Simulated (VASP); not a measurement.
# From VASP inputs to Ansatz: Ge (strained lonsdaleite (2H))

INCAR

```
LCHARG = .TRUE.
GGA = PE
ISIF = 2
EDIFF = 1E-7
LASPH = .TRUE.
PREC = Accurate
IBRION = -1
LREAL = .FALSE.
SIGMA = 0.02
LWAVE = .FALSE.
ISMEAR = -1
NSW = 0
LELF = .TRUE.
NBANDS = 36
NELM = 120
ENCUT = 520
```

KPOINTS

```
KPOINTS created by Atomic Simulation Environment
0
Gamma
12 12 4
0 0 0
```

KPOINTS_OPT

```
special points
8
Reciprocal
0.0000000000 0.0000000000 0.0000000000 1
0.5000000000 0.0000000000 0.0000000000 1
0.3333333333 0.3333333333 0.0000000000 1
0.0000000000 0.0000000000 0.5000000000 1
0.5000000000 0.0000000000 0.5000000000 1
0.3333333333 0.3333333333 0.5000000000 1
0.0000000000 0.0000000000 -0.0466310000 1
-0.0026040000 0.0000000000 0.1953120000 1
```

POSCAR

```
Ge
 1.0000000000000000
     4.0775675154100481    0.0000000000000000    0.0000000000000000
    -2.0387837577050241    3.5312770539912979    0.0000000000000000
     0.0000000000000000    0.0000000000000000    6.7246759056999998
 Ge
   4
Cartesian
  0.0000000000000000  2.3541847026608651  0.0024854334900708
  2.0387837577050241  1.1770923513304326  3.3648233863400709
  0.0000000000000000  2.3541847026608651  2.5192680311474289
  2.0387837577050241  1.1770923513304326  5.8816059839974280
```

VASP ran with the recommended PBE PAW datasets (56 valence electrons in the cell).

Task: Translate these files to an Ansatz input.

Result: 

```yaml
crystal:
  lattice:
    - [4.0775675154, 0.0, 0.0]
    - [-2.0387837577, 3.531277054, 0.0]
    - [0.0, 0.0, 6.7246759057]
  atoms:
    - { symbol: Ge, position: [0.3333333333, 0.6666666667, 0.000369599] }
    - { symbol: Ge, position: [0.6666666667, 0.3333333333, 0.500369599] }
    - { symbol: Ge, position: [0.3333333333, 0.6666666667, 0.374630401] }
    - { symbol: Ge, position: [0.6666666667, 0.3333333333, 0.874630401] }
kpoints:
  mp_grid: { grid: [12, 12, 4] }
  band_path:
    path:
      - [0.0, 0.0, 0.0]
      - [0.5, 0.0, 0.0]
      - [0.3333333333, 0.3333333333, 0.0]
      - [0.0, 0.0, 0.5]
      - [0.5, 0.0, 0.5]
      - [0.3333333333, 0.3333333333, 0.5]
      - [0.0, 0.0, -0.046631]
      - [-0.002604, 0.0, 0.195312]
    npoints: 1
hamiltonian:
  xc: pbe
scf:
  occupations: { method: fermi_dirac, width: 0.02 }
  n_extra_bands: 5
output:
  forces: true
  stress: true
  eigenvalues: true
```

Other inputs would serve too.

```json
{"": "gap between bands v and c", "VASP": "-0.20 eV (bands overlap: a metal)", "Ansatz": "-0.20 eV (bands overlap: a metal)"}
{"": "least direct gap", "VASP": "0.00 eV", "Ansatz": "0.00 eV"}
{"": "pressure", "VASP": "-0.9 GPa", "Ansatz": "-0.8 GPa"}
```

Datasets and cutoffs are each program's own. VASP's cell holds 56 valence electrons and Ansatz's 56. Ansatz's stress includes a Pulay correction; VASP's doesn't.
